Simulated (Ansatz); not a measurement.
input.yaml

```yaml
crystal:
  lattice:
    - [0.0, 2.5170132669, 2.5170132669]
    - [2.5170132669, 0.0, 2.5170132669]
    - [2.5170132669, 2.5170132669, 0.0]
  atoms:
    - { symbol: Ca, position: [0.0, 0.0, 0.0] }
    - { symbol: O, position: [0.5, 0.5, 0.5] }
basis:
  ecutwfc: 420
kpoints:
  mp_grid: { grid: [8, 8, 8] }
hamiltonian:
  xc: pbe
scf:
  occupations: { method: gaussian, width: 0.02 }
output:
  forces: true
  stress: true
  eigenvalues: true
```

Launched with
```bash
ansatz run input.yaml --threads 1 --pin off --max-ram 1331MiB --backend cpu --events-out ev --progress --plain --runs-dir out
```

All numbers below come from DFT PBE, scalar-relativistic, plane waves, PAW (Ansatz).

From the run's log, abridged (final results; tables in files aren't shown):

```
SCF 1 converged in 7 iterations: F = -2387.594141 eV  dr2 = 1.79e-8
SCF converged after 7 iterations
Free energy (F): -2387.594141 eV
Harris-Foulkes:  -2387.594141 eV  (|F-HF|=1.58e-8)
Internal energy: -2387.594141 eV  (E = F + TS)
E sigma→0 (E₀):  -2387.594141 eV
Fermi energy:    8.094563 eV
--- Per-component energies (eV) ---
  E_band       = -127.403018
  E_kinetic    = 451.776077
  E_local      = -963.351680  (includes V_loc(G=0)·N_el)
  E_nonlocal   = 111.033210
  E_hartree    = 319.629251
  E_xc         = -212.043135
  E_vxc        = -266.629308  (∫ρ·V_xc dr)
  E_paw        = -1015.803586  (= ΣΔE_a)
  E_vpaw       = -99.490327  (= ΣTr[D̂ρ^β])
  E_aug_tail   = 0.002395  (compensation charges beyond the density's cutoff)
  E_ewald      = -1078.836675
  E_smearing   =  0.000000  (= −TS)
--- Forces (eV/Å), atoms counted from 1 ---
  atom   1  Ca     0.00000000     0.00000000     0.00000000
  atom   2  O      0.00000000     0.00000000     0.00000000
--- Stress (GPa, compression-positive) ---
       -9.967007       0.000000       0.000000
        0.000000      -9.967007       0.000000
        0.000000       0.000000      -9.967007
  P = ⅓ Tr σ = -9.9670 GPa (-99.670 kbar)
--- Band table (eV; the first three rows and the last of 29) ---
  k-point 0: bands = ["-31.9721", "-12.8110", "-12.8110", "-12.8110", "-8.9909", "6.2730", "6.2730", "6.2730", "9.9609", "12.1373", "12.1373", "12.1373"]
  k-point 1: bands = ["-31.9643", "-12.9148", "-12.8164", "-12.8164", "-8.8735", "5.7798", "6.1100", "6.1100", "10.6178", "12.0901", "12.3571", "12.3571"]
  k-point 2: bands = ["-31.9452", "-13.1447", "-12.8295", "-12.8295", "-8.6099", "4.8976", "5.7557", "5.7557", "11.9221", "12.1835", "12.9303", "12.9303"]
  k-point 28: bands = ["-31.9013", "-13.0657", "-13.0657", "-13.0354", "-8.5750", "5.1912", "5.2464", "5.2464", "12.1497", "12.1497", "13.7334", "14.8853"]
```

Self-consistency was reached.